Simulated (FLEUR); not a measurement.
## SiC (Moissanite 3C) under changes of volume

One of the cells (10.346 Å³/atom); the others are scaled copies at fixed shape and fractional positions:

```
Si C
1.0
     0.00000    2.17900    2.17900
     2.17900    0.00000    2.17900
     2.17900    2.17900    0.00000
Si C
1 1
Direct
  0.00000 0.00000 0.00000
  0.75000 0.75000 0.75000
```

```yaml
Program: FLEUR MaX-R8.1 (later development tree)
Functional: PBEsol
Potentials_or_basis: all-electron
Basis: FLAPW
Kmax: 5.7 1/bohr
k_mesh: 10 × 10 × 10
Occupations: fermi-dirac, width 0.05 eV
Spin: no spin polarisation
```

```tsv
volume (Å³/atom)	energy over the lowest point (meV/atom)	gap on the mesh (eV)
9.725	27.41	1.19
9.932	?	?
10.139	2.65	1.23
10.346	0.00	1.24
10.553	3.06	1.26
10.760	11.27	1.28
10.967	24.17	1.29
```

What does the run at 9.932 Å³/atom give?

Energy over the lowest point 11.57 meV/atom; gap on the mesh 1.21 eV.

Worked out: A Birch-Murnaghan fit of order 3 (a polynomial in V^(-2/3)) to the other rows has its minimum at 10.34 Å³/atom with B0 = V·E''(V) = 221 GPa and B' = 3.9. It gives 11.57 meV/atom at 9.932 Å³/atom, against the run's 11.57. A straight line through the other rows of the gap, of slope 0.842 eV per unit of ln V, gives 1.21 eV, against the run's 1.21.

Energies are extrapolated to zero smearing.

A mesh can miss the band edges.
